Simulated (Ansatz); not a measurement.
**ZrO2 (Cubic zirconia): from bands to localised orbitals**

Aim: build maximally localised Wannier functions for ZrO2 (Cubic zirconia) from several sets of trial orbitals, and check spreads and centres, and how well the models interpolate the bands. Plan: PBE, anion s p, 6×6×6; PBE, anion s p, 4×4×4; PBE, anion s p, 8×8×8; PBE, anion p, 6×6×6; PBE, metal d and anion p, 6×6×6; PBE, metal d and anion p, disentangled, 6×6×6; PBE, metal d, 6×6×6; r2SCAN, anion s p, 6×6×6; r2SCAN, anion p, 6×6×6; r2SCAN, metal d, 6×6×6; HSE06, anion s p, 6×6×6; HSE06, metal d and anion p, 6×6×6 (level, trial orbitals, Wannier mesh).

The COD entry's cell or inner coordinates are ideal or old and differ from later refinements, so a difference from it is no clean test against experiment.

Method: plane waves, PAW, in Ansatz 0.2.0.

3 further runs of the same task are left out: 3 that didn't finish.

## 1. Starting point

Symmetry: Fm-3m, No. 225, cubic system. Conventional cell: a = 5.089 Å, b = 5.089 Å, c = 5.089 Å, α = 90.00°, β = 90.00°, γ = 90.00°. Around Zr (site symmetry m-3m) lie 8 O at 2.20 Å. O (site symmetry -43m) is surrounded by 4 Zr at 2.20 Å.

As a file:

```xyz
3
Lattice="0.0000 2.5447 2.5447 2.5447 0.0000 2.5447 2.5447 2.5447 0.0000" Properties=species:S:1:pos:R:3 pbc="T T T"
Zr    0.0000    0.0000    0.0000
O     1.2724    1.2724    1.2724
O     3.8171    3.8171    3.8171
```

Cell and atoms come from an earlier r2SCAN relaxation.

## 2. PBE, anion s p, 6×6×6

The input, input.yaml:

```yaml
crystal:
  lattice:
    - [0.0, 2.5447136188, 2.5447136188]
    - [2.5447136188, 0.0, 2.5447136188]
    - [2.5447136188, 2.5447136188, 0.0]
  atoms:
    - { symbol: Zr, position: [0.0, 0.0, 0.0] }
    - { symbol: O, position: [0.25, 0.25, 0.25] }
    - { symbol: O, position: [0.75, 0.75, 0.75] }
kpoints:
  mp_grid: { grid: [6, 6, 6] }
  band_path:
    path:
      - [[0.0, 0.0, 0.0], [0.5, -5.103610657403e-35, 0.5], [0.625, 0.25, 0.625]]
      - [[0.375, 0.375, 0.75], [0.0, 0.0, 0.0], [0.5, 0.5, 0.5], [0.5, 0.25, 0.75], [0.5, -5.103610657403e-35, 0.5]]
    npoints: 10
hamiltonian:
  xc: pbe
scf:
  occupations: { method: fixed }
  n_extra_bands: 6
output:
  forces: false
  stress: false
  eigenvalues: true
  wannier:
    kmesh: [6, 6, 6]
    projections: [{ species: O, l: s, shell: 2 }, { species: O, l: p, shell: 2 }]
    minimise: true
    write_hr: true
    conv_tol: 1.0e-08
    max_iter: 3000
```

Run with:

```console
$ ansatz run input.yaml --threads 4 --pin off --max-ram 3686MiB --backend cpu --events-out ev --progress --plain --runs-dir out
```

Further steps of the session: PBE, anion s p, 4×4×4; PBE, anion s p, 8×8×8; PBE, anion p, 6×6×6; PBE, metal d and anion p, 6×6×6; PBE, metal d and anion p, disentangled, 6×6×6; PBE, metal d, 6×6×6; r2SCAN, anion s p, 6×6×6; r2SCAN, anion p, 6×6×6; r2SCAN, metal d, 6×6×6; HSE06, anion s p, 6×6×6; HSE06, metal d and anion p, 6×6×6.

Q: Predict the results of all the runs planned. Wanted: total spread, PBE, anion s p, 6×6×6; total spread, PBE, anion s p, 4×4×4; total spread, PBE, anion s p, 8×8×8; total spread, PBE, anion p, 6×6×6; total spread, PBE, metal d and anion p, 6×6×6; total spread, PBE, metal d and anion p, disentangled, 6×6×6; total spread, PBE, metal d, 6×6×6; total spread, r2SCAN, anion s p, 6×6×6; total spread, r2SCAN, anion p, 6×6×6.

The runs gave:

| quantity | value |
| --- | --- |
| total spread, PBE, anion s p, 6×6×6 | 7.47 Å² over 8 functions |
| total spread, PBE, anion s p, 4×4×4 | 7.05 Å² over 8 functions |
| total spread, PBE, anion s p, 8×8×8 | 7.64 Å² over 8 functions |
| total spread, PBE, anion p, 6×6×6 | 7.23 Å² over 6 functions |
| total spread, PBE, metal d and anion p, 6×6×6 | 12.37 Å² over 11 functions |
| total spread, PBE, metal d and anion p, disentangled, 6×6×6 | 10.87 Å² over 11 functions |
| total spread, PBE, metal d, 6×6×6 | 11.98 Å² over 5 functions |
| total spread, r2SCAN, anion s p, 6×6×6 | 7.27 Å² over 8 functions |
| total spread, r2SCAN, anion p, 6×6×6 | 6.98 Å² over 6 functions |
| total spread, r2SCAN, metal d, 6×6×6 | 11.71 Å² over 5 functions |
| total spread, HSE06, anion s p, 6×6×6 | 7.13 Å² over 8 functions |
| total spread, HSE06, metal d and anion p, 6×6×6 | 12.66 Å² over 11 functions |
| centres of the first set | 0.41 Å from the nearest atom |

With PBE, anion s p, 6×6×6 the 8 functions move off the atoms, with a mean spread of 0.93 Å²; 89 % of the total is gauge invariant. The total spread goes from 7.05 Å² on 4×4×4 to 7.64 Å² on 8×8×8: finite differences in k understate it on coarse meshes, while the largest miss of a band goes from 0.07 to 0.00 eV. On one set and mesh the functional gives 7.47 (PBE), 7.27 (r2SCAN), 7.13 (HSE06) Å². The disentangled models miss some band by up to 0.7 eV, which may lie outside their frozen windows.
